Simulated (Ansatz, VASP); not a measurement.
HfN: VASP beside Ansatz

```
Hf N
1.0
     0.00000    2.45482    2.35663
     2.45482    0.00000    2.35663
     2.45482    2.45482    0.00000
Hf N
1 1
Direct
  0.00000 0.00000 0.00000
  0.75000 0.75000 0.75000
```

Change from the starting cell: strain +0.000 along x and y, -0.040 along z, atoms carried along.

Alike in both runs: task single point; functional PBEsol; k mesh 16 × 16 × 16; occupations gaussian, width 0.15 eV; no spin polarisation.

|  | VASP | Ansatz |
| --- | --- | --- |
| version | VASP 6.6.1 | Ansatz 0.2.0 |
| potentials or method | VASP PAW PBE potentials, release 64 (Hf_pv, N) | scalar-relativistic, plane waves, PAW |
| plane-wave cutoff (eV) | 520 | 420 |
| valence electrons in the cell | 15 | 31 |

```csv
,VASP,Ansatz,Ansatz less VASP
gap on the k mesh at the Fermi level (eV),none,none,-
pressure (GPa),2.2,3.0,+0.82
largest component of the traceless stress (GPa),3.79,3.80,+0.010
```

A gap of «none» marks a metal or a gap that the smearing closes. The two sets of potentials don't hold the same shells in valence.

Caveats: the PAW data sets were made with another functional, which shifts forces and pressure a little (VASP). Spin-orbit coupling is left out, which matters for the levels of Hf.
